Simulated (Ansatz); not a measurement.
Bi, 2 atoms in the cell. The structure is monoclinic, space group C2/m (No. 12). Conventional cell: a = 6.977 Å, b = 6.265 Å, c = 3.359 Å, α = 90.00°, β = 112.04°, γ = 90.00°. Around Bi (site symmetry m) lie 6 Bi at 3.21 to 3.45 Å. This isn't the form of Bi at room conditions, which is rhombohedral.

* Program: Ansatz 0.2.0
* Task: relaxation of cell and atoms
* Functional: r2SCAN
* Dispersion: D3(BJ)
* Potentials or basis: Ansatz PAW
* Cutoff: 500 eV (not typed: the program's choice for these potentials)
* k mesh: 6 × 6 × 9
* Occupations: fermi-dirac, width 0.05 eV
* Spin: no spin polarisation

Potentials or basis: Ansatz PAW.

Command:

```sh
$ ansatz run input.yaml --threads 2 --pin off --max-ram 5632MiB --backend cpu --events-out ev --progress --plain --runs-dir out
```

Hardware: 2 threads of Arm Neoverse V2 (shared host).

Task: Estimate the wall time of this run.

Result: Run time: 66 s on 2 threads of Arm Neoverse V2 (shared host), peak memory 0.57 GiB. Counts: scf iterations 54, plane waves 1673, k points 97, bands 19, ion steps 7.
